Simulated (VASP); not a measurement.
Here is a VASP 6.6.1 calculation.

INCAR

```
SYSTEM = SiMo3
PREC = Normal
ENCUT = 520
EDIFF = 1E-4
ISMEAR = 0
SIGMA = 0.15
LREAL = .False.
LASPH = .True.
NELM = 60
ALGO = Fast
ISIF = 3
LWAVE = .False.
LCHARG = .False.
GGA = PE
IBRION = 2
NSW = 24
EDIFFG = -0.08
KPAR = 2
```

Contents of KPOINTS:

```
Automatic mesh
0
Gamma
  3 3 4
  0 0 0
```

The input POSCAR:

```
SiMo3
1.0
    6.1425459400      0.0000000000      0.0000000000
   -3.0712729700      5.3196008200      0.0000000000
    0.0000000000      0.0000000000      4.5133647400
Si Mo
2 6
Direct
    0.6666666700      0.3333333300      0.2500000000
    0.3333333300      0.6666666700      0.7500000000
    0.8539475900      0.1460524100      0.7500000000
    0.2921048200      0.1460524100      0.7500000000
    0.8539475900      0.7078951800      0.7500000000
    0.1460524100      0.8539475900      0.2500000000
    0.7078951800      0.8539475900      0.2500000000
    0.1460524100      0.2921048200      0.2500000000
```

Potentials or basis: VASP PAW PBE potentials, release 64 (Si, Mo_sv).

Launch:

```console
$ cat potpaw_PBE.64/Si/POTCAR potpaw_PBE.64/Mo_sv/POTCAR > POTCAR
$ mpirun -np 2 vasp_std > vasp.out
```

Question: Predict the band gap on the k mesh.

Answer: None (metal or under the smearing width).

Question: What does it give for the relaxed cell?

Answer: a = 5.427 Å, b = 5.427 Å, c = 4.694 Å, α = 90.00°, β = 90.00°, γ = 120.00°.

Forces on the atoms (eV/Å):
```
Si   0.000  0.000  0.000
Si   0.000  0.000  0.000
Mo  -0.035  0.020  0.000
Mo   0.035  0.020  0.000
Mo   0.000 -0.040  0.000
Mo   0.035 -0.020  0.000
Mo  -0.035 -0.020  0.000
Mo   0.000  0.040  0.000
```

Caveat: the k mesh is coarse (spacing up to 0.39 Å⁻¹), so the values aren't converged; the relaxation stopped at a loose force limit of 0.08 eV/Å, so its end isn't a converged minimum.
